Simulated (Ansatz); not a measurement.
# CuO (Cccm) in Ansatz: notebook

Aim: see how the results for CuO move with the level of theory and the settings. Levels: HSE06, PBE0. Tasks: relaxation of cell and atoms, single point.

Program: Ansatz 0.2.0. These are calculated values, not measurements. Logs are shortened: lines on timing, memory, paths and dates and some standing lists are left out, and cuts for length are marked.

**1. The structure**

The structure is orthorhombic, space group Cccm (No. 66). The conventional cell has a = 3.982 Å, b = 4.307 Å, c = 5.156 Å, α = 90.00°, β = 90.00°, γ = 90.00°. Around Cu (site symmetry 2/m) lie 4 O at 1.95 Å. O (site symmetry 222) is surrounded by 4 Cu at 1.95 Å.

Measurements of this composition are mostly on another form, of space group No. 15.

**2. Relaxation of cell and atoms, HSE06**

input

```
crystal:
  lattice:
    - [1.990968, -2.15355, 0.0]
    - [1.990968, 2.15355, 0.0]
    - [0.0, 0.0, 5.155928]
  atoms:
    - { symbol: Cu, position: [0.5, 0.0, 0.0] }
    - { symbol: Cu, position: [0.0, 0.5, 0.5] }
    - { symbol: O, position: [0.5, 0.5, 0.25] }
    - { symbol: O, position: [0.5, 0.5, 0.75] }
hamiltonian:
  xc: hse06
  pseudopotentials: { kind: paw }
kpoints:
  mp_grid: { grid: [6, 6, 4] }
scf:
  occupations: { method: fermi_dirac, width: 0.05 }
output:
  forces: true
  stress: true
  eigenvalues: true
relax:
  f_tol: 0.01
  max_steps: 40
  cell: { stress_tol: 0.05 }
```

Potentials or basis: Ansatz PAW.

Standard output:

```text
GPUs: using 1 of 1 available (devices: 1).
Engine: ansatz 0.2.0, x86_64-unknown-linux-gnu
Pseudopotentials: kind: paw
Pseudopotential: Cu, paw, valence charge 19, recommended cutoff 420 eV (normal), Cu.paw.azcp
Pseudopotential: O, paw, valence charge 6, recommended cutoff 420 eV (normal), O.paw.azcp
Functional definition: HSE06
  parameter a = 0.25
  parameter omega = 0.11/bohr
  exchange = pbe_x - a*pbe_x_sr(omega) + a*exact_x_sr(omega)
  correlation = pbe_c
device memory: the entry about to start is reckoned to put 1.1 GiB on a device that reports 53.8 GiB free (of which the cap on the GPU budget leaves the run 18.0 GiB)
GPU FFT provider: cuFFT
GPU libraries: cuBLAS 13.8.2, cuFFT 12.4.0, cuSOLVER 12.3.4
Crystal: 4 atoms, lattice volume = 44.214 Å³
Basis set: ecut = 420 eV, 841 PW (Γ), exchange–correlation on 40×40×72 points (8 copies of the dense FFT grid, shifted against one another)
Bands: 30, of which v1, the nominal top of the filled ones, is band 25 counted from 1 (24 counted from 0)
Symmetry: 8 space group operations
Space group: Cccm (ITA 66), of the structure as read, at distance tolerance 3.5e-5 Å
k-points: 39 of 144
Non-local potential: Cu, projectors of the file, l = 0: 3, l = 1: 2, l = 2: 3, l = 3: 1
Non-local potential: O, projectors of the file, l = 0: 2, l = 1: 2, l = 2: 1
PAW form: soft (Blöchl's): semilocal exchange-correlation on the pseudo side does not see the compensation charge
PAW frozen core: Cu, regenerated for the run's functional, and the local potential with it (the file was generated under x = pbe(κ = 0.804, μ = 0.2195149727645171), c = pbe(β = 0.06672455060314922))
PAW frozen core: O, regenerated for the run's functional, and the local potential with it (the file was generated under x = pbe(κ = 0.804, μ = 0.2195149727645171), c = pbe(β = 0.06672455060314922))
PAW one-centre angular grid: Cu, 590 points (default); XC on 64 Gauss nodes
PAW one-centre angular grid: O, 110 points (default); XC on 96 Gauss nodes
Initial density: superposition of atomic densities (neutral atoms: chi_scale 0, normalization atom), corrected by the library's trained network
Initial wavefunctions: pseudopotential atomic-orbital guess
GPU buffer pool allocated for 14400 grid points (all kernels)
GPU transforms: local potential and band sums: pruned to the plane-wave sphere, on 20×20×36
Functional: x = pbe(κ = 0.804, μ = 0.2195149727645171), c = pbe(β = 0.06672455060314922), warm-up for x = pbe(κ = 0.804, μ = 0.2195149727645171) + 0.25 (exact − pbe) at short range (hse, ω = 0.20786987370883472 Å⁻¹), c = pbe(β = 0.06672455060314922); HSE06 as pw.x's `hse` composes it (authors' and Libxc's form: `xc: wpbeh`)
SCF iter   1: F=—  HF=-14382.580275 eV  |F-HF|=—  |Δ(HF+E_count)|=         —  Δρ=4.10e-3  dr2=3.13e-3  ethr=1.77e-3  ⟨swp⟩=8.8  Hψ=5090  notcnv=0
preconditioner: auto → Kerker (q_TF=auto, 2.785 Å⁻¹)  [metal: Δε(μ)=0.049 eV  Ē_g=11.087 eV  σ=0.050 eV  W_gap=0.24  n_scr=16 (ndim 8)  ℏωp=32.6 eV  f_vac=0.043  D(μ)=1.68/eV (n_scr^D=16)]
SCF iter   2: F=—  HF=-14382.580313 eV  |F-HF|=—  |Δ(HF+E_count)|=   3.76e-5  Δρ=2.06e-3  dr2=5.38e-4  ethr=6.26e-6  ⟨swp⟩=5.1  Hψ=2993  notcnv=0  defer=40
SCF iter   3: F=—  HF=-14382.580397 eV  |F-HF|=—  |Δ(HF+E_count)|=   8.46e-5  Δρ=1.21e-3  dr2=4.08e-4  ethr=1.08e-6  ⟨swp⟩=3.4  Hψ=2700  notcnv=0  defer=3
SCF iter   4: F=—  HF=-14382.580342 eV  |F-HF|=—  |Δ(HF+E_count)|=   5.49e-5  Δρ=4.76e-4  dr2=4.71e-5  ethr=8.16e-7  ⟨swp⟩=3.2  Hψ=2557  notcnv=0
SCF iter   5: F=—  HF=-14382.580339 eV  |F-HF|=—  |Δ(HF+E_count)|=   3.51e-6  Δρ=1.61e-4  dr2=6.71e-6  ethr=9.41e-8  ⟨swp⟩=3.0  Hψ=2555  notcnv=0
iter 6 solved again at ethr=6.33e-10 eV; its pass at ethr=1.34e-8 eV (dr2=3.17e-7 eV) is discarded
SCF iter   6: F=—  HF=-14382.580341 eV  |F-HF|=—  |Δ(HF+E_count)|=   2.15e-6  Δρ=3.28e-5  dr2=3.24e-7  ethr=6.33e-10  ⟨swp⟩=3.0  Hψ=4950  notcnv=0
SCF iter   7: F=—  HF=-14382.580341 eV  |F-HF|=—  |Δ(HF+E_count)|=   1.56e-7  Δρ=1.69e-5  dr2=9.31e-8  ethr=6.33e-10  ⟨swp⟩=3.0  Hψ=2600  notcnv=0
SCF iter   8: F=—  HF=-14382.580341 eV  |F-HF|=—  |Δ(HF+E_count)|=   4.19e-8  Δρ=5.02e-6  dr2=9.05e-9  ethr=1.86e-10  ⟨swp⟩=3.0  Hψ=2264  notcnv=0
SCF iter   9: F=—  HF=-14382.580341 eV  |F-HF|=—  |Δ(HF+E_count)|=   3.89e-9  Δρ=1.63e-6  dr2=7.63e-10  ethr=1.81e-11  ⟨swp⟩=3.0  Hψ=2787  notcnv=0
SCF iter  10: F=—  HF=-14382.580341 eV  |F-HF|=—  |Δ(HF+E_count)|=  6.48e-10  Δρ=6.47e-7  dr2=1.03e-10  ethr=1.70e-12 (applied; sched 1.53e-12)  ⟨swp⟩=3.0  Hψ=2704  notcnv=0
SCF iter  11: F=-14382.580341 eV  HF=-14382.580341 eV  |F-HF|=3.64e-12  |Δ(HF+E_count)|=  6.55e-11  Δρ=2.28e-7  dr2=1.57e-11  ethr=1.27e-12 (applied; sched 1.00e-12)  ⟨swp⟩=2.1  Hψ=2171  notcnv=0
SCF 1 converged in 11 iterations: F = -14382.580341 eV  dr2 = 1.57e-11
[... 481 lines left out ...]
GPU libraries: cuBLAS 13.8.2, cuFFT 12.4.0, cuSOLVER 12.3.4
GPU buffer pool allocated for 14400 grid points (all kernels)
GPU transforms: local potential and band sums: pruned to the plane-wave sphere, on 20×20×36
Exchange kernel: α = 0.2500, screened, ω = 0.2079 Å⁻¹, Wigner–Seitz truncation, v(0) = 1042.5887 eV·Å³, q-mesh 6×6×4, nearest image of the exchange supercell L = 17.50 Å, pair-density grid 18×18×30, without the augmentation charges, whose exchange is taken in its separable form by FFT convolution over the k-point mesh (sized by the pseudopotential files, 20×20×36 at the most), smooth part of the exact exchange by density-matrix convolution in up to 2.95 GiB of GPU memory as planned if the GPU has room (build and FFT work areas not counted)
Frozen-core exchange: fock
SCF iter   1: F=—  HF=-14379.280071 eV  |F-HF|=—  |Δ(HF+E_count)|=         —  Δρ=1.94e-6  dr2=6.74e-10  ethr=7.85e-11  ⟨swp⟩=11.2  Hψ=3360  notcnv=0
preconditioner: auto → Kerker (q_TF=auto, 2.793 Å⁻¹)  [metal: Δε(μ)=0.047 eV  Ē_g=13.564 eV  σ=0.050 eV  W_gap=0.23  n_scr=16 (ndim 8)  ℏωp=32.8 eV  f_vac=0.065  D(μ)=1.09/eV (n_scr^D=2)]
SCF iter   2: F=—  HF=-14379.280071 eV  |F-HF|=—  |Δ(HF+E_count)|=  1.29e-10  Δρ=6.26e-7  dr2=7.63e-11  ethr=1.94e-12 (applied; sched 1.22e-12)  ⟨swp⟩=3.1  Hψ=3015  notcnv=0
SCF iter   3: F=—  HF=-14379.280071 eV  |F-HF|=—  |Δ(HF+E_count)|=  2.46e-10  Δρ=5.18e-7  dr2=5.73e-11  ethr=1.75e-12 (applied; sched 1.00e-12)  ⟨swp⟩=4.8  Hψ=2435  notcnv=0
SCF iter   4: F=-14379.280071 eV  HF=-14379.280071 eV  |F-HF|=0.00e0  |Δ(HF+E_count)|=  1.09e-11  Δρ=1.04e-7  dr2=8.52e-12  ethr=1.37e-12 (applied; sched 1.00e-12)  ⟨swp⟩=2.0  Hψ=2160  notcnv=0
SCF 30 converged in 4 iterations: F = -14379.280071 eV  dr2 = 8.52e-12
  Residual-converged pass: ⟨swp⟩=3.0  Hψ=2999  notcnv=0  max |occ|·‖R‖ = 1.3e-7 eV (tolerance 1.3e-7 eV)  dr2=7.79e-12  dr2_onsite=1.16e-12  max |Δocc| = 2.6e-13
hybrid outer 2: dexx = +1.947e-10 eV, tail = 4.55e-11 eV, Δε = 3.12e-5 eV (about 2.93e-6 eV left of the loop's levels)
relax step  10: F+E_penalty+E_count = -14379.28007140 eV  Δ(F+E_penalty+E_count) = -7.793e-5 eV  max|allowed force component| = 1.388e-16 eV/Å  Δτ_max = 0.0000 Å  P = -0.002 GPa  Ω = 43.482 Å³  stress off target by 2.98e-2 GPa  SCF on the basis re-selected at this cell (its energy is not comparable with the rows above)  (10 SCF iters)
basis re-selected at this cell: Δ(F+E_penalty+E_count) = -7.793e-5 eV, ΔP = +0.001 GPa vs the last step (what re-selecting the basis moved, of the pressure what is left beyond the Pulay correction that the steps carried, after the strain that the cell walked since its last selection, with what the two solves' SCF thresholds leave and, on support functions, any second-order correction that the steps lacked; it is no measure of the basis error at this ecutwfc). This SCF's stress stands 2.98e-2 GPa from its target on what of the cell is left free (relax.cell.stress_tol is 5.00e-2 GPa) and its largest allowed force component is 1.39e-16 eV/Å (relax.f_tol is 1.00e-2 eV/Å): within both
hybrid SCF converged: 2 outer / 10 inner (+0 warm-up), last move |dexx| = 1.95e-10 eV, tail = 4.55e-11 eV
Stability not checked: this state was not tested for a lower state beside it, because the functional holds exact exchange (a hybrid, or Hartree-Fock), whose exchange loop this test does not read (fock_operator; see scf.lower_state_search)
Free energy (F): -14379.280071 eV
Frozen-core exchange: fock
Harris-Foulkes:  -14379.280071 eV  (|F-HF|=0.00e0)
Internal energy: -14379.271164 eV  (E = F + TS)
E sigma→0 (E₀):  -14379.275618 eV
Entropy (-TS):   -0.008907 eV (-2.227 meV/atom)
Fermi energy:    10.789912 eV
--- Per-component energies (eV) ---
  E_band       = -1058.270541
  E_kinetic    = 944.859869
  E_local      = -10122.240240  (includes V_loc(G=0)·N_el)
  E_nonlocal   = 888.680151
  E_hartree    = 4400.818097
  E_xc         = -259.291622
  E_vxc        = -329.904675  (∫ρ·V_xc dr)
  E_exx        = -254.998984  (= α·E_x^exact, valence–valence)
  E_paw        = -3455.446313  (= ΣΔE_a)
  E_vpaw       = -731.309587  (= ΣTr[D̂ρ^β])
  E_aug_tail   = 0.005515  (compensation charges beyond the density's cutoff)
  E_ewald      = -6521.153785
  E_core_change = -0.503852  (= ΣΔE_core)
  E_smearing   = -0.008907  (= −TS)
  E_closure    = 0.000000  (closes the sum)
  Σ components = -14379.280071   (vs F -14379.280071, Δ=-1.82e-12)
--- Forces (eV/Å), atoms counted from 1 ---
  atom   1  Cu     0.00000000    -0.00000000     0.00000000
  atom   2  Cu     0.00000000     0.00000000     0.00000000
  atom   3  O      0.00000000    -0.00000000    -0.00000000
  atom   4  O     -0.00000000     0.00000000     0.00000000
  max |Σ_I F_I| component: 5.17e-26 eV/Å
--- Stress (GPa, compression-positive) ---
        0.026841      -0.000000      -0.000000
       -0.000000      -0.029838       0.000000
       -0.000000       0.000000      -0.003309
  P = ⅓ Tr σ = -0.0021 GPa (-0.021 kbar)
--- Band table (eV; the first three rows and the last of 39) ---
  k-point 0: bands = ["-108.0103", "-108.0097", "-63.9193", "-63.9192", "-63.9040", "-63.8954", "-63.5639", "-63.5638", "-11.5736", "-10.1409", "1.2355", "4.0919", "4.1181", "5.4895", "5.8944", "6.0534", "6.4612", "6.4691", "6.7146", "6.8025", "6.8160", "6.8325", "7.3549", "7.6301", "11.6209", "11.6720", "12.9976", "17.7963", "19.5326", "25.1971"]
  k-point 1: bands = ["-108.0102", "-108.0098", "-63.9191", "-63.9191", "-63.9028", "-63.8967", "-63.5639", "-63.5638", "-11.3956", "-10.3909", "1.8775", "4.1460", "4.1659", "5.1273", "5.8546", "5.8759", "5.8781", "5.9137", "6.7277", "6.7897", "7.2234", "7.2331", "7.5528", "7.5705", "11.3479", "11.3884", "13.7633", "16.6246", "21.2135", "25.3870"]
  k-point 2: bands = ["-108.0100", "-108.0100", "-63.9190", "-63.9190", "-63.8998", "-63.8998", "-63.5638", "-63.5638", "-10.9281", "-10.9281", "3.4792", "3.4792", "4.2169", "4.2169", "5.5744", "5.5744", "5.9038", "5.9038", "6.7589", "6.7589", "7.0585", "7.0585", "8.0493", "8.0493", "11.0456", "11.0456", "15.1577", "15.1577", "23.8906", "23.8906"]
  k-point 38: bands = ["-108.0084", "-108.0084", "-63.9328", "-63.9328", "-63.8942", "-63.8942", "-63.5755", "-63.5755", "-10.1055", "-10.1055", "3.6683", "3.6683", "3.7121", "3.7121", "4.2405", "4.2405", "6.1890", "6.1890", "6.6874", "6.6874", "7.5256", "7.5256", "8.0676", "8.0676", "10.2264", "10.2264", "15.5521", "15.5521", "23.1003", "23.1003"]
--- Relaxed structure (7 steps of the walk, 7 accepted, 3 SCFs on fresh bases) ---
  F+E_penalty+E_count = -14379.28007140 eV   max|allowed force component| = 1.388e-16 eV/Å   (the final SCF, on the basis selected at the relaxed cell)
  cell:  # Å, volume = 43.4817 Å³
    - [2.048846891849676, -2.074766586963083, 5.335400856193085e-18]
    - [2.048846891849676, 2.074766586963083, -5.335400856193091e-18]
    - [-7.301330114868284e-33, -1.2773765487529853e-17, 5.114435835647529]
  atoms:
    - { symbol: Cu, position: [0.5, 2.7755575615628914e-17, 0.0] }
    - { symbol: Cu, position: [2.6216394585845303e-17, 0.5, 0.5] }
    - { symbol: O, position: [0.5, 0.5, 0.25] }
    - { symbol: O, position: [0.5, 0.5, 0.7500000000000001] }
```

Run time: 3.9 min. Hardware: 1 × NVIDIA H100 80GB HBM3 with 2 threads of AMD EPYC 7R13 (Zen 3), shared host; peak memory 2.5 GiB.

What came out:

```yaml
Free_energy: -14379.2801 eV
Relaxed_volume: 10.87 Å³/atom
Relaxed_cell: a = 2.916 Å, b = 2.916 Å, c = 5.114 Å, α = 90.00°, β = 90.00°, γ = 90.72°
Space_group_after_relaxing_to_0.05_Å: Cccm (No. 66)
Energy_gained_by_relaxing: 2.7 meV/atom
Ionic_steps: 10
Pressure_after_relaxing: 0.0 GPa
Band_gap_on_the_k_mesh: none (metal or under the smearing width)
```

Step by step:
| step | energy change (eV) | largest force (eV/Å) | volume (Å³) |
| --- | --- | --- | --- |
| 1 | 0.0000 | 0.0000 | 44.21 |
| 2 | -0.0079 | 0.0000 | 43.82 |
| 3 | -0.0121 | 0.0000 | 43.40 |
| 4 | -0.0124 | 0.0000 | 43.47 |
| 5 | -0.0125 | 0.0000 | 43.47 |
| 6 | -0.0102 | 0.0000 | 43.47 |
| 7 | -0.0104 | 0.0000 | 43.47 |
| 8 | -0.0106 | 0.0000 | 43.47 |
| 9 | -0.0106 | 0.0000 | 43.48 |
| 10 | -0.0107 | 0.0000 | 43.48 |

Final structure:
```yaml
crystal:
  lattice:
    - [2.04885, -2.07477, 0.00000]
    - [2.04885, 2.07477, 0.00000]
    - [0.00000, 0.00000, 5.11444]
  atoms:
    - { symbol: Cu, position: [0.50000, 0.00000, 0.00000] }
    - { symbol: Cu, position: [0.00000, 0.50000, 0.50000] }
    - { symbol: O, position: [0.50000, 0.50000, 0.25000] }
    - { symbol: O, position: [0.50000, 0.50000, 0.75000] }
```

Caveat: the plane-wave basis is chosen anew once the cell has moved, so the energies of steps on either side of that aren't comparable; the pressure holds a Pulay correction of +0.6 GPa for the finite cutoff; the run has no spin polarisation, though such a crystal can be magnetic; the PAW data sets come from PBE, with cores solved anew for the run's functional, which leaves a small shift of forces and pressure.

**3. Single point, PBE0**

input, as its differences from that of step 2:

```diff
@@ -11,3 +11,3 @@
 hamiltonian:
-  xc: hse06
+  xc: pbe0
   pseudopotentials: { kind: paw }
@@ -21,5 +21,5 @@
   eigenvalues: true
-relax:
-  f_tol: 0.01
-  max_steps: 40
-  cell: { stress_tol: 0.05 }
+  write_density: true
+  write_potential: true
+  elf: true
+  volumetric_format: npy
```

Potentials or basis: Ansatz PAW.

Run time: 33 s. Hardware: 1 × NVIDIA H100 80GB HBM3 with 2 threads of AMD EPYC 7R13 (Zen 3), shared host; peak memory 2.4 GiB.

The run converged. Its results:

```yaml
Free_energy: -14379.5714 eV
Pressure: -3.4 GPa
Band_gap_on_the_k_mesh: none (metal or under the smearing width)
```

Stress tensor (GPa, compression positive):
```
-2.48  0.00  0.00
 0.00 -3.15  0.00
 0.00  0.00 -4.67
```

Levels at points of the mesh, in eV from the Fermi level:
```tsv
k point	band 22	band 23	band 24	band 25	band 26	band 27	band 28	band 29
(0.00, 0.00, 0.00)	-4.22	-3.76	-3.43	1.05	1.39	2.55	7.42	9.08
(0.00, 0.00, -0.50)	-4.05	-3.03	-3.03	0.55	0.55	4.74	4.74	13.41
(0.00, -0.50, 0.00)	-3.61	-3.23	-2.93	0.46	1.08	5.01	7.55	7.93
(0.00, -0.50, -0.50)	-3.95	-3.79	-3.41	-0.78	1.26	5.66	7.58	9.60
(-0.50, -0.50, 0.00)	-4.29	-2.84	-2.74	-2.41	2.00	3.32	8.78	10.82
(-0.50, -0.50, -0.50)	-3.56	-3.05	-3.05	-0.83	-0.83	5.27	5.27	12.01
```

Caveat: the pressure holds a Pulay correction of +0.6 GPa for the finite cutoff; the run has no spin polarisation, though such a crystal can be magnetic; the PAW data sets come from PBE, with cores solved anew for the run's functional, which leaves a small shift of forces and pressure; the thresholds are loose for stress.

(Part 1 of 2 ends here.)
